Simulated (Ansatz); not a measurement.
Structure types of Rb were relaxed at one common pressure (all-electron LAPW in Ansatz 0.2.0 under PBE, scalar-relativistic, no spin polarisation, zero temperature). They take these volumes:

```json
{"type": "fcc", "space group": "Fm-3m", "V (Å³/atom)": "46.07"}
{"type": "bcc", "space group": "Im-3m", "V (Å³/atom)": "46.43"}
{"type": "hcp", "space group": "P6_3/mmc", "V (Å³/atom)": "46.27"}
{"type": "simple hexagonal", "space group": "P6/mmm", "V (Å³/atom)": "46.03"}
{"type": "beta tin", "space group": "I4_1/amd", "V (Å³/atom)": "46.72"}
{"type": "sc", "space group": "Pm-3m", "V (Å³/atom)": "44.92"}
```

At about which pressure, and is the densest type also the lowest in enthalpy?

6.2 GPa. The densest is sc, and it is 148 meV/atom above hcp: its gain in pV doesn't pay for its higher energy here.
